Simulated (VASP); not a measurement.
# Se (P3_121) in VASP: further runs

Aim: see how the results for Se move with the level of theory and the settings. Levels: r2SCAN, TB-mBJ, PBEsol. Tasks: band structure, equation of state.

All numbers are computed with VASP 6.6.1; they aren't measurements. Logs are shortened: lines on timing, memory, paths and dates and some standing lists are left out, and cuts for length are marked.

## (1) The structure

Symmetry: P3_121, No. 152, trigonal system. Conventional cell: a = 4.366 Å, b = 4.366 Å, c = 4.954 Å, α = 90.00°, β = 90.00°, γ = 120.00°. Se (site symmetry 2) has 2 Se at 2.37 Å as nearest neighbours.

## (2) Band structure, r2SCAN

INCAR reads:

```
ALGO = Normal
EDIFF = 1E-6
ENCUT = 520
ISIF = 2
ISMEAR = 0
LASPH = T
LCHARG = F
LMIXTAU = T
LREAL = F
LWAVE = F
METAGGA = R2SCAN
NELM = 100
PREC = Accurate
SIGMA = 0.02
```

KPOINTS reads:

```
k-points
0
Gamma
  8 8 6
```

POSCAR reads:

```
Se
1.0
    4.3662000000      0.0000000000      0.0000000000
   -2.1831000000      3.7812401180      0.0000000000
    0.0000000000      0.0000000000      4.9536000000
Se
3
Direct
    0.7746000000      0.7746000000      0.0000000000
    0.0000000000      0.2254000000      0.6666666667
    0.2254000000      0.0000000000      0.3333333333
```

KPOINTS_OPT reads:

```
path GMKGALHA,LM,KH
15
line-mode
reciprocal
 0.0000000000  0.0000000000  0.0000000000  G
 0.5000000000  0.0000000000  0.0000000000  M

 0.5000000000  0.0000000000  0.0000000000  M
 0.3333333333  0.3333333333  0.0000000000  K

 0.3333333333  0.3333333333  0.0000000000  K
 0.0000000000  0.0000000000  0.0000000000  G

 0.0000000000  0.0000000000  0.0000000000  G
 0.0000000000  0.0000000000  0.5000000000  A

 0.0000000000  0.0000000000  0.5000000000  A
 0.5000000000  0.0000000000  0.5000000000  L

 0.5000000000  0.0000000000  0.5000000000  L
 0.3333333333  0.3333333333  0.5000000000  H

 0.3333333333  0.3333333333  0.5000000000  H
 0.0000000000  0.0000000000  0.5000000000  A

 0.5000000000  0.0000000000  0.5000000000  L
 0.5000000000  0.0000000000  0.0000000000  M

 0.3333333333  0.3333333333  0.0000000000  K
 0.3333333333  0.3333333333  0.5000000000  H
```

Potentials or basis: VASP PAW PBE potentials, release 64 (Se).

On the command line:

```sh
> cat potpaw_PBE.64/Se/POTCAR > POTCAR
> mpirun -np 1 vasp_std > vasp.out
```

OUTCAR:

```text
EDIFF = 1E-6
   ENCUT = 520
   ISIF = 2
   ISMEAR = 0
   LASPH = T
   LREAL = F
   METAGGA = R2SCAN
   NELM = 100
   PREC = Accurate

 ion  position               nearest neighbor table
   1  0.775  0.775  0.000-   2 2.37   3 2.37
   2  0.000  0.225  0.667-   1 2.37   3 2.37
   3  0.225  0.000  0.333-   1 2.37   2 2.37

  LATTYP: Found a hexagonal cell.
 ALAT       =     4.3662000000
 C/A-ratio  =     1.1345334616

  Lattice vectors:

 A1 = (   4.3662000000,   0.0000000000,   0.0000000000)
 A2 = (  -2.1831000000,   3.7812401180,   0.0000000000)
 A3 = (   0.0000000000,   0.0000000000,   4.9536000000)

Analysis of symmetry for initial positions (statically):
=====================================================================
 Subroutine PRICEL returns:
 Original cell was already a primitive cell.

 Routine SETGRP: Setting up the symmetry group for a
 hexagonal supercell.

 Subroutine GETGRP returns: Found  6 space group operations
 (whereof  2 operations were pure point group operations)
 out of a pool of 24 trial point group operations.

The static configuration has the point symmetry C_2 .
 The point group associated with its full space group is D_3 .

Analysis of symmetry for dynamics (positions and initial velocities):
=====================================================================
 Subroutine PRICEL returns:
 Original cell was already a primitive cell.

 Routine SETGRP: Setting up the symmetry group for a
 hexagonal supercell.

 Subroutine GETGRP returns: Found  6 space group operations
 (whereof  2 operations were pure point group operations)
 out of a pool of 24 trial point group operations.

The dynamic configuration has the point symmetry C_2 .
 The point group associated with its full space group is D_3 .

 Subroutine INISYM returns: Found  6 space group operations
 (whereof  2 operations are pure point group operations),
 and found     1 'primitive' translations

----------------------------------------------------------------------------------------

                                     Primitive cell

  volume of cell :      81.7822

  direct lattice vectors                    reciprocal lattice vectors
     4.366200000  0.000000000  0.000000000     0.229032110  0.132231751  0.000000000
    -2.183100000  3.781240118  0.000000000     0.000000000  0.264463501  0.000000000
     0.000000000  0.000000000  4.953600000     0.000000000  0.000000000  0.201873385

  length of vectors
     4.366200000  4.366200000  4.953600000     0.264463501  0.264463501  0.201873385

  position of ions in fractional coordinates (direct lattice)
     0.774600000  0.774600000  0.000000000
     0.000000000  0.225400000  0.666666667
     0.225400000  0.000000000  0.333333333

  ion indices of the primitive-cell ions
   primitive index   ion index
                 1           1
                 2           2
                 3           3

----------------------------------------------------------------------------------------

 KPOINTS: k-points

Automatic generation of k-mesh.
 Grid dimensions read from file:
 generate k-points for:    8    8    6

 Generating k-lattice:

  Cartesian coordinates                     Fractional coordinates (reciprocal lattice)
     0.028629014  0.016528969  0.000000000     0.125000000  0.000000000  0.000000000
     0.000000000  0.033057938  0.000000000     0.000000000  0.125000000  0.000000000
     0.000000000  0.000000000  0.033645564     0.000000000  0.000000000  0.166666667

  Length of vectors
     0.033057938  0.033057938  0.033645564

  Shift w.r.t. Gamma in fractional coordinates (k-lattice)
     0.000000000  0.000000000  0.000000000

 Subroutine IBZKPT returns following result:
 ===========================================

 Found     50 irreducible k-points:

 Following reciprocal coordinates:
            Coordinates               Weight
  0.000000  0.000000  0.000000      1.000000
  0.125000  0.000000  0.000000      6.000000
  0.250000  0.000000  0.000000      6.000000
  0.375000 -0.000000  0.000000      6.000000
  0.500000  0.000000  0.000000      3.000000
  0.125000  0.125000  0.000000      6.000000
[... 16 lines left out ...]
 -0.125000  0.500000  0.166667     12.000000
  0.250000  0.250000  0.166667     12.000000
 [... further k-points ...]
   k-points           NKPTS =     50   k-points in BZ     NKDIM =     50   number of bands    NBANDS=     13
   number of dos      NEDOS =    301   number of ions     NIONS =      3
   total plane-waves  NPLWV =  40960
   dimension x,y,z NGX =    32 NGY =   32 NGZ =   40
   dimension x,y,z NGXF=    64 NGYF=   64 NGZF=   80
   ions per type =               3
   NGX,Y,Z   is equivalent  to a cutoff of  12.18, 12.18, 13.42 a.u.
   NGXF,Y,Z  is equivalent  to a cutoff of  24.37, 24.37, 26.85 a.u.
 SYSTEM =  unknown system
   PREC   = accura    normal or accurate (medium, high low for compatibility)
   ISTART =      0    job   : 0-new  1-cont  2-samecut
   ICHARG =      2    charge: 1-file 2-atom 10-const
   ISPIN  =      1    spin polarized calculation?
   LNONCOLLINEAR =      F non collinear calculations
   LSORBIT =      F    spin-orbit coupling
   LASPH  =      T    aspherical Exc in radial PAW
   ENCUT  =  520.0 eV  38.22 Ry    6.18 a.u.   8.12  8.12  9.21*2*pi/ulx,y,z
   NELM   =    100;   NELMIN=  2; NELMDL= -5     # of ELM steps
   EDIFF  = 0.1E-05   stopping-criterion for ELM
   LREAL  =      F    real-space projection
   EDIFFG = 0.1E-04   stopping-criterion for IOM
   NSW    =      0    number of steps for IOM
   IBRION =     -1    ionic relax: 0-MD 1-quasi-New 2-CG
   NFREE  =      0    steps in history (QN), initial steepest desc. (CG)
   ISIF   =      2    stress and relaxation
   ISYM   =      2    0-nonsym 1-usesym 2-fastsym
   POTIM  = 0.5000    time-step for ionic-motion
   TEBEG  =    0.0;   TEEND  =   0.0 temperature during run
   PSTRESS=    0.0 pullay stress
   NELECT =      18.0000    total number of electrons
   NUPDOWN=      -1.0000    fix difference up-down
   EMIN   =  10.00;   EMAX   =-10.00  energy-range for DOS
   EFERMI =   0.00;   METHOD = LEGACY
   ISMEAR =     0;   SIGMA  =   0.02  broadening in eV -4-tet -1-fermi 0-gaus
   EFERMI_NEDOS =   21; number of points for ismear=-14 and -15
   IALGO  =     38    algorithm
   IMIX   =      4    mixing-type and parameters
     AMIX     =   0.40;   BMIX     =  1.00
     AMIX_MAG =   1.60;   BMIX_MAG =  1.00
  volume/ion in A,a.u.               =      27.26       183.96
  Fermi-wavevector in a.u.,A,eV,Ry     =   0.988430  1.867862 13.292817  0.976995
  Thomas-Fermi vector in A             =   2.119956
   LORBIT       =      0    0 simple, 1 ext, 2 COOP (PROOUT), +10 PAW based schemes
   METAGGA = R2SCAN    functional components
   LHFCALC =     F    Hartree Fock is set to
   AEXX    =    0.0000 exact exchange contribution
   IVDW    =     0    specifies the selected vdW correction
   LEPSILON=     F    determine dielectric tensor
   LRPA    =     F    only Hartree local field effects (RPA)
 non-spin polarized calculation
 Gauss-broadening in eV      SIGMA  =   0.02
  energy-cutoff  :      520.00
  volume of cell :       81.78
 maximum number of plane-waves:      2220
   NGX = 17   NGY = 17   NGZ = 19

 number of electron      18.0000001 magnetization

 Free energy of the ion-electron system (eV)
  ---------------------------------------------------
  ext. energy  EPLUGINS =         0.00000000
  ---------------------------------------------------
  free energy    TOTEN  =       -42.91189018 eV

  energy without entropy =      -42.91189018  energy(sigma->0) =      -42.91189018

 E-fermi :   2.5024     XC(G=0):  -9.2776

 val. band max:        2.4219765220   @ k =   0.5000   0.0000   0.5000
 cond. band min:       3.8117934269   @ k =   0.3750   0.2500   0.5000
 fundamental gap:      1.3898169048
 Fermi energy:         2.5024456302

 k-point     1 :       0.0000    0.0000    0.0000
  band No.  band energies     occupation
      1     -14.0920      2.00000
      2      -9.7391      2.00000
      3      -9.7391      2.00000
      4      -1.5776      2.00000
      5      -1.5776      2.00000
      6      -1.4788      2.00000
      7       0.2534      2.00000
      8       0.2534      2.00000
      9       1.9374      2.00000
     10       4.5306      0.00000
     11       4.5306      0.00000
     12       4.8009      0.00000
     13       9.1998      0.00000

 k-point     2 :       0.1250    0.0000    0.0000
  band No.  band energies     occupation
      1     -14.0292      2.00000
      2      -9.7971      2.00000
      3      -9.7327      2.00000
      4      -2.0851      2.00000
      5      -1.7876      2.00000
      6      -1.3004      2.00000
      7       0.2822      2.00000
      8       0.5469      2.00000
      9       1.8257      2.00000
     10       4.4542      0.00000
     11       4.5269      0.00000
     12       4.9598      0.00000
     13       9.0114      0.00000

 k-point     3 :       0.2500    0.0000    0.0000
  band No.  band energies     occupation
      1     -13.8654      2.00000
      2      -9.9611      2.00000
      3      -9.7168      2.00000
      4      -2.6143      2.00000
      5      -2.1262      2.00000
      6      -1.3157      2.00000
      7       0.2633      2.00000
      8       0.6714      2.00000
      9       1.5481      2.00000
     10       4.5325      0.00000
     11       4.6678      0.00000
     12       5.4496      0.00000
     13       8.7861      0.00000
[... 305 lines left out ...]
 k-point    23 :      -0.1250    0.5000    0.1667
  band No.  band energies     occupation
      1     -13.4681      2.00000
      2     -10.8787      2.00000
      3      -9.1806      2.00000
      4      -3.0013      2.00000
      5      -2.7618      2.00000
      6      -1.2665      2.00000
      7      -0.0985      2.00000
      8       0.5695      2.00000
      9       1.4855      2.00000
     10       4.6435      0.00000
     11       5.3355      0.00000
     12       6.1228      0.00000
     13       8.6428      0.00000

 k-point    24 :       0.2500    0.2500    0.1667
  band No.  band energies     occupation
      1     -13.4708      2.00000
      2     -10.8601      2.00000
      3      -9.2051      2.00000
      4      -3.0213      2.00000
      5      -2.6984      2.00000
      6      -1.0770      2.00000
      7      -0.4257      2.00000
      8       0.5218      2.00000
      9       1.5065      2.00000
     10       4.8788      0.00000
     11       5.5482      0.00000
     12       6.0338      0.00000
     13       8.9862      0.00000

 [... further k-points ...]

------------------------ aborting loop because EDIFF is reached ----------------------------------------

  FORCE on cell =-STRESS in cart. coord.  units (eV):
  Direction    XX          YY          ZZ          XY          YZ          ZX
  --------------------------------------------------------------------------------------
  -------------------------------------------------------------------------------------
  Total        0.5298427      0.5298427      0.9561139     -0.0000000      0.0000000      0.0000000
  in kB       10.3800332     10.3800332     18.7310183     -0.0000000      0.0000000      0.0000000
  external PRESSURE =      13.1636949 kB  Pullay stress =       0.0000000 kB

 VOLUME and BASIS-vectors are now :
 -----------------------------------------------------------------------------
  energy-cutoff  :      520.00
  volume of cell :       81.78
      direct lattice vectors                 reciprocal lattice vectors
     4.366200000  0.000000000  0.000000000     0.229032110  0.132231751  0.000000000
    -2.183100000  3.781240118  0.000000000     0.000000000  0.264463501  0.000000000
     0.000000000  0.000000000  4.953600000     0.000000000  0.000000000  0.201873385

 POSITION                                       TOTAL-FORCE (eV/Angst)
 -----------------------------------------------------------------------------------
      1.69103      2.92895      0.00000        -0.028125     -0.048714      0.000000
     -0.49207      0.85229      3.30240        -0.028125      0.048714     -0.000000
      0.98414      0.00000      1.65120         0.056250     -0.000000      0.000000
 -----------------------------------------------------------------------------------
    total drift:                               -0.000000     -0.000000     -0.000000

  FREE ENERGIE OF THE ION-ELECTRON SYSTEM (eV)
  ---------------------------------------------------
  free  energy   TOTEN  =       -42.9118901759 eV

  energy  without entropy=      -42.9118901759  energy(sigma->0) =      -42.91189018
```

Run time: 2.7 min. Hardware: 1 thread of Intel Xeon 6975P-C (Granite Rapids), shared host; peak memory 0.23 GiB.

What came out:

```yaml
Free_energy: -42.9119 eV
Pressure: 1.3 GPa
Largest_force: 0.056 eV/Å
Band_gap_on_the_k_mesh: 1.39 eV, indirect (least direct gap 1.49 eV)
Band_gap_along_the_path: 1.26 eV, indirect (least direct gap 1.46 eV)
```

Forces on the atoms (eV/Å):
```
Se  -0.028 -0.049  0.000
Se  -0.028  0.049  0.000
Se   0.056  0.000  0.000
```

Levels at the corners of the path, in eV from the valence-band top:
| point | band 7 | band 8 | band 9 | band 10 | band 11 | band 12 |
| --- | --- | --- | --- | --- | --- | --- |
| Γ | -2.17 | -2.17 | -0.48 | 2.11 | 2.11 | 2.38 |
| M | -2.99 | -1.88 | -1.08 | 2.16 | 2.56 | 4.36 |
| M | -2.99 | -1.88 | -1.08 | 2.16 | 2.56 | 4.36 |
| K | -2.93 | -2.79 | -1.71 | 3.29 | 3.29 | 3.96 |
| K | -2.93 | -2.79 | -1.71 | 3.29 | 3.29 | 3.96 |
| Γ | -2.17 | -2.17 | -0.48 | 2.11 | 2.11 | 2.38 |
| Γ | -2.17 | -2.17 | -0.48 | 2.11 | 2.11 | 2.38 |
| A | -1.62 | -1.62 | -1.23 | 1.44 | 1.44 | 1.44 |
| A | -1.62 | -1.62 | -1.23 | 1.44 | 1.44 | 1.44 |
| L | -1.98 | -1.45 | 0.00 | 1.85 | 2.92 | 3.19 |
| L | -1.98 | -1.45 | 0.00 | 1.85 | 2.92 | 3.19 |
| H | -1.08 | -0.25 | -0.25 | 1.26 | 2.95 | 2.95 |
| H | -1.08 | -0.25 | -0.25 | 1.26 | 2.95 | 2.95 |
| A | -1.62 | -1.62 | -1.23 | 1.44 | 1.44 | 1.44 |
| L | -1.98 | -1.45 | 0.00 | 1.85 | 2.92 | 3.19 |
| M | -2.99 | -1.88 | -1.08 | 2.16 | 2.56 | 4.36 |
| K | -2.93 | -2.79 | -1.71 | 3.29 | 3.29 | 3.96 |
| H | -1.08 | -0.25 | -0.25 | 1.26 | 2.95 | 2.95 |

Caveat: the PAW data sets were made with another functional, which shifts forces and pressure a little; the mesh misses the band edges, which the band path finds closer together. r2SCAN opens gaps a little over a GGA but as a rule still falls short of measured ones.

[end of part 1 of 2]
